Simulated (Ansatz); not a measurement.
# NbP: the cost of one run

Computed with Ansatz 0.2.0 (DFT PBE, scalar-relativistic, plane waves, PAW, unless a step's input says otherwise).

2 further runs of the same task are left out: 2 set aside as unsound or not needed.

**1. Starting point**

Symmetry: I4_1md, No. 109, tetragonal system. Conventional cell: a = 3.347 Å, b = 3.347 Å, c = 11.428 Å, α = 90.00°, β = 90.00°, γ = 90.00°. Nb (site symmetry 2mm) has 6 P at 2.54 to 2.55 Å as nearest neighbours. P (site symmetry 2mm) is surrounded by 6 Nb at 2.54 to 2.55 Å.

Coordinates:

```
CELL_PARAMETERS angstrom
-1.67352 1.67352 5.71398
1.67352 -1.67352 5.71398
1.67352 1.67352 -5.71398
ATOMIC_POSITIONS crystal
Nb 0.75003 0.75003 0.00000
Nb 0.50003 0.00003 0.50000
P 0.33259 0.33259 0.00000
P 0.08259 0.58259 0.50000
```

It goes back to an entry of the Materials Project.

This cell was relaxed beforehand with the same method: volume 16.00 Å³/atom, gap on the mesh none (metal).

**2. Static run: bands, density of states and charges**

input.yaml

```yaml
crystal:
  lattice:
    - [-1.6735234221, 1.6735234221, 5.7139822352]
    - [1.6735234221, -1.6735234221, 5.7139822352]
    - [1.6735234221, 1.6735234221, -5.7139822352]
  atoms:
    - { symbol: Nb, position: [0.7500346828, 0.7500346828, 0.0] }
    - { symbol: Nb, position: [0.5000346828, 1.0000346828, 0.5] }
    - { symbol: P, position: [0.3325938922, 0.3325938922, 0.0] }
    - { symbol: P, position: [0.0825938922, 0.5825938922, 0.5] }
basis:
  ecutwfc: 420
kpoints:
  mp_grid: { grid: [18, 18, 18] }
  band_path:
    path:
      - [[0.0, 0.0, 0.0], [0.0, 0.0, 0.5], [0.25, 0.25, 0.25], [0.0, 0.5, 0.0], [0.0, 0.0, 0.0], [0.5, 0.5, -0.5], [0.27144499, 0.72855501, -0.27144499]]
      - [[-0.27144499, 0.27144499, 0.27144499], [0.0, 0.0, 0.0]]
      - [[0.0, 0.0, 0.5], [-0.04288998, 0.04288998, 0.5]]
      - [[0.5, 0.5, -0.04288998], [0.5, 0.5, -0.5]]
    npoints: 14
hamiltonian:
  xc: pbe
scf:
  occupations: { method: gaussian, width: 0.1 }
  n_extra_bands: 10
output:
  forces: true
  stress: true
  eigenvalues: true
  populations: true
  dos: { projected: true, de: 0.02, nscf_kmesh: { grid: [27, 27, 27] } }
  bader: true
  write_density: true
  write_potential: true
  elf: true
  volumetric_format: npy
```

The run is started by

```console
$ ansatz run input.yaml --threads 1 --pin off --max-ram 2560MiB --backend cpu --events-out ev --progress --plain --runs-dir out
```

What time and memory should one allow on 1 thread of Intel Xeon Platinum 8259CL at 2.50GHz (Skylake/Cascade Lake), shared host?

About 6.1 min, with a peak of 1.6 GiB.
